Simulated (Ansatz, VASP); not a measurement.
LiCl: VASP beside Ansatz

```
CELL_PARAMETERS angstrom
0.02556 2.55604 2.55604
2.55604 0.02556 2.55604
2.58160 2.58160 0.00000
ATOMIC_POSITIONS crystal
Li 0.00000 0.00000 0.00000
Cl 0.50000 0.50000 0.50000
```

Change from the starting cell: shear_xy strain +2.0%.

Alike in both runs: task single point; functional PBE; k mesh 8 × 8 × 8; occupations fermi-dirac, width 0.02 eV; no spin polarisation.

```csv
,VASP,Ansatz
version,VASP 6.6.1,Ansatz 0.2.0
potentials or method,"VASP PAW PBE potentials, release 64 (Li_sv, Cl)","plane waves, PAW"
plane-wave cutoff (eV),520,420
valence electrons in the cell,10,10
```

```csv
,VASP,Ansatz,Ansatz less VASP
gap on the k mesh at the Fermi level (eV),6.34,6.32,-0.013
```

 A k mesh can miss the band edges.
